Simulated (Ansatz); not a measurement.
Crystal: Ge.

```
CELL_PARAMETERS angstrom
1.48805 -2.59469 0.00000
1.48805 2.59469 0.00000
0.00000 0.00000 4.72760
ATOMIC_POSITIONS crystal
Ge 0.33345 0.66655 0.25000
Ge 0.66655 0.33345 0.75000
```

This isn't the form of Ge at room conditions, which is diamond.

Base run:

```yaml
Program: Ansatz 0.2.0
Functional: BLYP
Potentials_or_basis: Ansatz PAW
Cutoff: "420 eV (not typed: the program's choice for these potentials)"
k_mesh: 10 × 10 × 6
Occupations: fermi-dirac, width 0.05 eV
Spin: no spin polarisation
```

Its results: band gap on the k mesh none (metal or under the smearing width); pressure 11.3 GPa.

Question: After a change of settings the same cell gave: band gap on the k mesh none (metal or under the smearing width); pressure 4.3 GPa. Which change was it?
A. functional from BLYP to LDA
B. functional from BLYP to PBEsol
C. functional from BLYP to r2SCAN; cutoff from 420 eV (not typed: the program's choice for these potentials) to 500 eV (not typed: the program's choice for these potentials)
D. functional from BLYP to PBE

Answer: D.

PBE binds more tightly than BLYP, so the same cell stands under less pressure.

Caveats: the PAW data sets come from PBE, with cores solved anew for the run's functional, which leaves a small shift of forces and pressure (some runs).
